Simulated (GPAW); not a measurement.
# KI (Fm-3m): G0W0 on several meshes in GPAW

Wanted: mesh dependence and cost of G0W0 for KI (Fm-3m).

Calculated with GPAW 26.7.0; PBE and many-body steps on it, plane waves.

## (1) Set-up

Symmetry: Fm-3m, No. 225, cubic system. The conventional cell has a = 7.066 Å, b = 7.066 Å, c = 7.066 Å, α = 90.00°, β = 90.00°, γ = 90.00°. K has 6 I at 3.53 Å nearest. I has 6 K at 3.53 Å nearest. Farther neighbours and most contacts between anions are not listed.

Coordinates:

```cif
data_structure
_symmetry_space_group_name_H-M 'P 1'
_symmetry_Int_Tables_number 1
_cell_length_a 4.9961
_cell_length_b 4.9961
_cell_length_c 4.9961
_cell_angle_alpha 60.000
_cell_angle_beta 60.000
_cell_angle_gamma 60.000
_cell_volume 88.18
loop_
_atom_site_label
_atom_site_type_symbol
_atom_site_fract_x
_atom_site_fract_y
_atom_site_fract_z
_atom_site_occupancy
K1 K 0.00000 0.00000 0.00000 1
I2 I 0.50000 0.50000 0.50000 1
```

The cell and positions come from the Crystallography Open Database and are kept as given unless a step says otherwise. Spin-orbit coupling is left out unless a step names it.

## (2) Empty states on the mesh, 4×4×4 mesh, 1321 bands

This step: GPAW 26.7.0; DFT, PBE, plane waves, PAW.

The sums over transitions need many empty states on a uniform mesh; this step solves for them.

Input file run.py:

```python
import json
import numpy as np
from gpaw.mpi import world
from gpaw import GPAW

calc = GPAW('gs.gpw').fixed_density(kpts={'size': (4, 4, 4), 'gamma': True},
    parallel={'domain': 1, 'band': 1},
    txt='nscf.txt')
calc.diagonalize_full_hamiltonian(nbands=1321)
calc.write('full.gpw', mode='all')
res = {}
kpts = calc.get_ibz_k_points()
res['kpts'] = kpts
res['eigenvalues'] = [calc.get_eigenvalues(kpt=k) for k in range(len(kpts))]
res['n_electrons'] = calc.get_number_of_electrons()

if world.rank == 0:
    with open('result.json', 'w') as f:
        json.dump(res, f, default=lambda x: x.tolist())
```

On the command line:

```
mpirun -n 4 gpaw python run.py
```

Numbers of over 12 decimals in the logs are rounded to 6 here.

Log:

```text
Diagonalizing LCAO Hamiltonian
Converting LCAO to pw mode
convergence criteria:
- Maximum integral of absolute [eigenst]ate change: 4e-08 eV^2 / valence electron
maximum number of iterations: 100

SCF iterations
|iter     |     time |      energy | eigst |  dens |
|iter:   1|  |             | +1.58 |       |
|iter:   2|  |             | +0.50 |       |
|iter:   3|  |             | -0.15 |       |
[...]
|iter:  25|  |             | -7.01 |       |
|iter:  26|  |             | -7.22 |       |
|iter:  27|  |             | -7.44c|       |
SCF steps: 27
  __  _  _
 | _ |_)|_||  |
 |__||  | ||/\| - 26.7.0

Input parameters:
  mode=PW(ecut=450.000000),
  convergence={'density': 1e-06, 'bands': -3},
  gpts=array([25, 25, 25]),
  kpts=MonkhorstPack(size=(4, 4, 4), gamma=True),
  maxiter=100,
  nbands=15,
  occupations=Occupations(name='fermi-dirac', width=0.001, fixmagmom=False),
  parallel={'domain': 1, 'band': 1},
  xc=XC(name='PBE')
Matrix size: 1924x1924
# Writing to full.gpw (mode='all')
  [... matrices ...]

timing:  # [seconds]
  Total: 13.147  # ━━━━━━━━━━━━━━━━━━━━━━━━━━━━━━━━━━━━━━━━━━━━━━━━━━━━━━━━━━
```

Wall time 18 s (4 MPI ranks of Intel Xeon 6975P-C (Granite Rapids), shared host); peak memory 2.1 GiB.

This step gave:

* gap: 3.977 eV
* k of the valence top: 0, 0, 0
* k of the conduction bottom: 0, 0, 0
* least direct gap: 3.977 eV
* k points computed: 8
* lowest point of the top converged band, above the valence top: 342.8103 eV

On this mesh the gap is 3.977 eV.

## (3) 4×4×4

G0W0 replaces the xc potential by the self-energy, built once from these orbitals. Only a window of levels is corrected, while the sums run over the empty bands that the input names.

This step: G0W0 on PBE, plane waves, PAW.

Input file run.py:

```python
import json
import numpy as np
from gpaw.mpi import world
from gpaw.response.g0w0 import G0W0

gw = G0W0('full.gpw',
    filename='gw',
    kpts=[0],
    bands=(6, 10),
    ecut=105,
    nbands=215,
    integrate_gamma='WS',
    ppa=True)
gw.calculate()
res = {mode: {k: v for k, v in r.items() if k != 'sigma_eskwn'}
       for mode, r in gw.all_results.items()}

if world.rank == 0:
    with open('result.json', 'w') as f:
        json.dump(res, f, default=lambda x: x.tolist())
```

On the command line:

```
mpirun -n 4 gpaw python run.py
```

Log:

```text
Using integrator: PointIntegrator
FrequencyGridDescriptor(from 0.000+0.000j to 0.000+27.211j eV, 2 points)
Nonperiodic BCs:  [False False False]
Using integrator: PointIntegrator
FrequencyGridDescriptor(from 0.000+0.000j to 0.000+27.211j eV, 2 points)
Nonperiodic BCs:  [False False False]
  ___  _ _ _
 |   || | | |
 | | || | | |
 |__ ||_____|
 |___|

BZ k-points: Symmetries present (total): 48

  [... matrices ...]
64 k-points: 4 x 4 x 4 Monkhorst-Pack grid + [1/8,1/8,1/8]
8 k-points in the irreducible part of the Brillouin zone
       k-points in crystal coordinates                weights
   0:     0.00000000    0.00000000    0.00000000          1/64
   1:     0.25000000    0.25000000    0.00000000          6/64
   2:     0.25000000    0.25000000    0.25000000          8/64
   3:     0.50000000    0.25000000   -0.25000000          6/64
   4:     0.50000000    0.25000000    0.25000000         12/64
   5:     0.50000000    0.50000000    0.00000000          3/64
   6:     0.50000000    0.50000000    0.25000000         24/64
   7:     0.50000000    0.50000000    0.50000000          4/64

Distributing spins, k-points and bands (1 x 1 x 4) over 4 processes
Number of blocks: 1

Quasi particle states:
k-points (IBZ indices): [0]
Band range: (6, 10)
  [... matrices ...]
Computational parameters:
Plane wave cut-off: 105 eV
Number of bands: 215
Coulomb cutoff: None
Broadening: 0.1 eV

fxc modes: GW
Kernel: RPA
Using Godby-Needs plasmon-pole approximation:
  Fitting energy: i*E0, E0 = 1.000 Hartree
Summing all q:

Calculating screened Coulomb potential
No Coulomb truncation
FrequencyGridDescriptor(from 0.000+0.000j to 0.000+27.211j eV, 2 points)
Removing empty qpoint cache files...

Calculating chi0 body with:
    Ground state adapter containing:
    Number of spins: 1
    Number of kpoints: 64
    Number of irreducible kpoints: 8
    Number of completely occupied states: 8
    Number of partially occupied states: 8
    Occupied states memory: 1.907349 M / cpu

    Linear response parametrization:
    q_c: [0.0, 0.0, 0.0]
    Number of frequency points: 2
    Planewave cutoff: 105.0
    Number of bands: 215
    Number of planewaves: 181
    Broadening (eta): 1e-06
    comm.size: 4
    kncomm.size: 4
    blockcomm.size: 1

    Memory estimate of potentially large arrays:
        chi0_wGG: 0.999786 M / cpu
Integrating chi0 body.

Symmetries of q_c:
    Direct symmetries (Uq -> q): 48
    Indirect symmetries (TUq -> q): 0
In total 48 allowed symmetries.

  [... matrices ...]
8 groups of equivalent kpoints. 87.5% reduction.

Integral kind: response function
Integrating chi0 head and wings.

Symmetries of q_c:
    Direct symmetries (Uq -> q): 48
    Indirect symmetries (TUq -> q): 0
In total 48 allowed symmetries.

  [... matrices ...]
8 groups of equivalent kpoints. 87.5% reduction.

Integral kind: response function wings

Calculating chi0 body with:
    Ground state adapter containing:
    Number of spins: 1
    Number of kpoints: 64
    Number of irreducible kpoints: 8
    Number of completely occupied states: 8
    Number of partially occupied states: 8
    Occupied states memory: 1.907349 M / cpu

    Linear response parametrization:
[... the further q-points ...]

Results:
f:      Occupation numbers
eps:     KS-eigenvalues [eV]
vxc:     KS vxc [eV]
exx:     Exact exchange [eV]
sigma:   Self-energies [eV]
dsigma:  Self-energy derivatives
Z:       Renormalization factors
qp:      QP-energies [eV]

k-point 0 (0): (0.000, 0.000, 0.000)                GW
band       f     eps     vxc     exx   sigma  dsigma       Z      qp
                                                                   GW
   6   1.000   0.472 -14.167 -17.271   1.205  -0.217   0.821  -1.088
   7   1.000   0.472 -14.167 -17.271   1.205  -0.217   0.821  -1.088
   8   0.000   4.449  -7.838  -4.348  -2.883  -0.162   0.861   4.971
   9   0.000   6.979  -8.262  -3.910  -3.098  -0.171   0.854   8.050
```

Elapsed: 50 s, on 4 MPI ranks; peak memory 1.4 GiB.

This step gave:

| Property | Result |
| --- | --- |
| G0W0 gap on the points computed | 6.059 eV |
| least direct G0W0 gap on the computed points | 6.059 eV |
| Z at the valence top | 0.8215 |
| Z at the conduction bottom | 0.8607 |
| starting gap on the mesh | 3.977 eV |
| k of the valence top | 0, 0, 0 |
| k of the conduction bottom | 0, 0, 0 |

The gap on the mesh goes from 3.98 eV to 6.06 eV, a correction of +2.08 eV.

## (4) Empty states on the mesh, 6×6×6 mesh, 225 bands

This step: DFT, PBE, plane waves, PAW.

Input file run.py:

```python
import json
import numpy as np
from gpaw.mpi import world
from gpaw import GPAW

calc = GPAW('gs.gpw').fixed_density(kpts={'size': (6, 6, 6), 'gamma': True},
    parallel={'domain': 1, 'band': 1},
    txt='nscf.txt')
calc.diagonalize_full_hamiltonian(nbands=225)
calc.write('full.gpw', mode='all')
res = {}
kpts = calc.get_ibz_k_points()
res['kpts'] = kpts
res['eigenvalues'] = [calc.get_eigenvalues(kpt=k) for k in range(len(kpts))]
res['n_electrons'] = calc.get_number_of_electrons()

if world.rank == 0:
    with open('result.json', 'w') as f:
        json.dump(res, f, default=lambda x: x.tolist())
```

On the command line:

```
mpirun -n 4 gpaw python run.py
```

Log:

```text
Diagonalizing LCAO Hamiltonian
Converting LCAO to pw mode
convergence criteria:
- Maximum integral of absolute [eigenst]ate change: 4e-08 eV^2 / valence electron
maximum number of iterations: 100

SCF iterations
|iter     |     time |      energy | eigst |  dens |
|iter:   1|  |             | +1.57 |       |
|iter:   2|  |             | +0.45 |       |
|iter:   3|  |             | -0.22 |       |
[...]
|iter:  26|  |             | -7.00 |       |
|iter:  27|  |             | -7.27 |       |
|iter:  28|  |             | -7.50c|       |
SCF steps: 28
  __  _  _
 | _ |_)|_||  |
 |__||  | ||/\| - 26.7.0

Input parameters:
  mode=PW(ecut=450.000000),
  convergence={'density': 1e-06, 'bands': -3},
  gpts=array([25, 25, 25]),
  kpts=MonkhorstPack(size=(6, 6, 6), gamma=True),
  maxiter=100,
  nbands=15,
  occupations=Occupations(name='fermi-dirac', width=0.001, fixmagmom=False),
  parallel={'domain': 1, 'band': 1},
  xc=XC(name='PBE')
Matrix size: 1917x1917
# Writing to full.gpw (mode='all')
  [... matrices ...]

timing:  # [seconds]
  Total: 15.934  # ━━━━━━━━━━━━━━━━━━━━━━━━━━━━━━━━━━━━━━━━━━━━━━━━━━━━━━━━━━
```

Run time: 21 s. Hardware: 4 MPI ranks; peak memory 1.9 GiB; 82 s of CPU time.

Numbers from this step:

| Item | Value |
| --- | --- |
| gap | 3.977 eV |
| k of the valence top | 0, 0, 0 |
| k of the conduction bottom | 0, 0, 0 |
| least direct gap | 3.977 eV |
| k points computed | 16 |
| lowest point of the top converged band, above the valence top | 100.3991 eV |

On this mesh the gap is 3.977 eV.

## (5) 6×6×6

This step: G0W0 on PBE, plane waves, PAW.

Input file run.py:

```python
import json
import numpy as np
from gpaw.mpi import world
from gpaw.response.g0w0 import G0W0

gw = G0W0('full.gpw',
    filename='gw',
    kpts=[0],
    bands=(6, 10),
    ecut=105,
    nbands=215,
    integrate_gamma='WS',
    ppa=True)
gw.calculate()
res = {mode: {k: v for k, v in r.items() if k != 'sigma_eskwn'}
       for mode, r in gw.all_results.items()}

if world.rank == 0:
    with open('result.json', 'w') as f:
        json.dump(res, f, default=lambda x: x.tolist())
```

On the command line:

```
mpirun -n 4 gpaw python run.py
```

Log:

```text
Using integrator: PointIntegrator
FrequencyGridDescriptor(from 0.000+0.000j to 0.000+27.211j eV, 2 points)
Nonperiodic BCs:  [False False False]
Using integrator: PointIntegrator
FrequencyGridDescriptor(from 0.000+0.000j to 0.000+27.211j eV, 2 points)
Nonperiodic BCs:  [False False False]
  ___  _ _ _
 |   || | | |
 | | || | | |
 |__ ||_____|
 |___|

BZ k-points: Symmetries present (total): 48

  [... matrices ...]
216 k-points: 6 x 6 x 6 Monkhorst-Pack grid + [1/12,1/12,1/12]
16 k-points in the irreducible part of the Brillouin zone
       k-points in crystal coordinates                weights
   0:     0.00000000    0.00000000    0.00000000          1/216
   1:     0.16666667    0.16666667    0.00000000          6/216
   2:     0.16666667    0.16666667    0.16666667          8/216
[...]
9:     0.50000000    0.33333333   -0.16666667         12/216
          ...
  15:     0.50000000    0.50000000    0.50000000          4/216

Distributing spins, k-points and bands (1 x 1 x 4) over 4 processes
Number of blocks: 1

Quasi particle states:
k-points (IBZ indices): [0]
Band range: (6, 10)
  [... matrices ...]
Computational parameters:
Plane wave cut-off: 105 eV
Number of bands: 215
Coulomb cutoff: None
Broadening: 0.1 eV

fxc modes: GW
Kernel: RPA
Using Godby-Needs plasmon-pole approximation:
  Fitting energy: i*E0, E0 = 1.000 Hartree
Summing all q:

Calculating screened Coulomb potential
No Coulomb truncation
FrequencyGridDescriptor(from 0.000+0.000j to 0.000+27.211j eV, 2 points)
Removing empty qpoint cache files...

Calculating chi0 body with:
    Ground state adapter containing:
    Number of spins: 1
    Number of kpoints: 216
    Number of irreducible kpoints: 16
    Number of completely occupied states: 8
    Number of partially occupied states: 8
    Occupied states memory: 1.907349 M / cpu

    Linear response parametrization:
    q_c: [1.3877787807814457e-17, 1.3877787807814457e-17, 1.3877787807814457e-17]
    Number of frequency points: 2
    Planewave cutoff: 105.0
    Number of bands: 215
    Number of planewaves: 181
    Broadening (eta): 1e-06
    comm.size: 4
    kncomm.size: 4
    blockcomm.size: 1

    Memory estimate of potentially large arrays:
        chi0_wGG: 0.999786 M / cpu
Integrating chi0 body.

Symmetries of q_c:
    Direct symmetries (Uq -> q): 48
    Indirect symmetries (TUq -> q): 0
In total 48 allowed symmetries.

  [... matrices ...]
16 groups of equivalent kpoints. 92.592593% reduction.

Integral kind: response function
Integrating chi0 head and wings.

Symmetries of q_c:
    Direct symmetries (Uq -> q): 48
    Indirect symmetries (TUq -> q): 0
In total 48 allowed symmetries.

  [... matrices ...]
16 groups of equivalent kpoints. 92.592593% reduction.

Integral kind: response function wings

Calculating chi0 body with:
    Ground state adapter containing:
    Number of spins: 1
    Number of kpoints: 216
    Number of irreducible kpoints: 16
    Number of completely occupied states: 8
    Number of partially occupied states: 8
[... the further q-points ...]

Results:
f:      Occupation numbers
eps:     KS-eigenvalues [eV]
vxc:     KS vxc [eV]
exx:     Exact exchange [eV]
sigma:   Self-energies [eV]
dsigma:  Self-energy derivatives
Z:       Renormalization factors
qp:      QP-energies [eV]

k-point 0 (0): (0.000, 0.000, 0.000)                GW
band       f     eps     vxc     exx   sigma  dsigma       Z      qp
                                                                   GW
   6   1.000   0.472 -14.167 -17.262   1.199  -0.219   0.821  -1.084
   7   1.000   0.472 -14.167 -17.262   1.199  -0.219   0.821  -1.084
   8   0.000   4.449  -7.838  -4.364  -2.872  -0.161   0.861   4.967
   9   0.000   6.979  -8.262  -3.912  -3.095  -0.171   0.854   8.051
```

Elapsed: 3 min, on 4 MPI ranks; peak memory 1.4 GiB.

Numbers from this step:

```yaml
g0w0_gap_on_the_points_computed: 6.051 eV
least_direct_g0w0_gap_on_the_computed_points: 6.051 eV
z_at_the_valence_top: 0.8205
z_at_the_conduction_bottom: 0.8610
starting_gap_on_the_mesh: 3.977 eV
k_of_the_valence_top: 0, 0, 0
k_of_the_conduction_bottom: 0, 0, 0
```

Against G0W0 in GPAW (4×4×4 mesh, 215 bands, screening to 105 eV, Godby-Needs plasmon pole), the gap moves by −0.008 eV.

## (6) The runs together

Times are wall times on 4 MPI ranks of Intel Xeon 6975P-C (Granite Rapids), shared host, good to a factor of about two.

| run | mesh | bands | screening cutoff (eV) | DFT gap (eV) | gap on the mesh (eV) | direct (eV) | time |
| --- | --- | --- | --- | --- | --- | --- | --- |
| 4×4×4 | 4×4×4 | 215 | 105 | 3.977 | 6.059 | 6.059 | 50 s |
| 6×6×6 | 6×6×6 | 215 | 105 | 3.977 | 6.051 | 6.051 | 3 min |

## (7) What came out

```yaml
4x4x4: 6.059 eV
6x6x6: 6.051 eV
known_limits: not at the basis limit; no spin-orbit coupling
```

In words: 6×6×6: −0.008 eV against 4×4×4. Bands and cutoff are finite, so the gap is not at the basis limit. The miss can reach some tenths of an eV and take either sign; the mesh is an error of its own. These stock PAW sets were not made for GW; the filled d or f shell of I lies in the frozen core, which bears on start and correction. In the G0W0 runs levels were corrected at 1 k point alone, so a gap called «on the mesh» is the least over those, and an edge elsewhere would be missed. The many-body steps are scalar-relativistic: spin-orbit coupling is not in them.

[Paths, hosts, dates, memory and timing lines, banners, echoed tables and standing remarks are left out of the program output.]

[Logs are printed without paths, hosts, clocks, repeated set-up lines and the standing remarks that a program may print on its own settings, such as how far it seeks lower states.]

[Runs of the session that timed out or met a known fault of the program may be left out.]

[Hosts, paths, dates, database ids (printed as entryN), source tags and the programs' standing remarks are cut or masked in the printed files.]
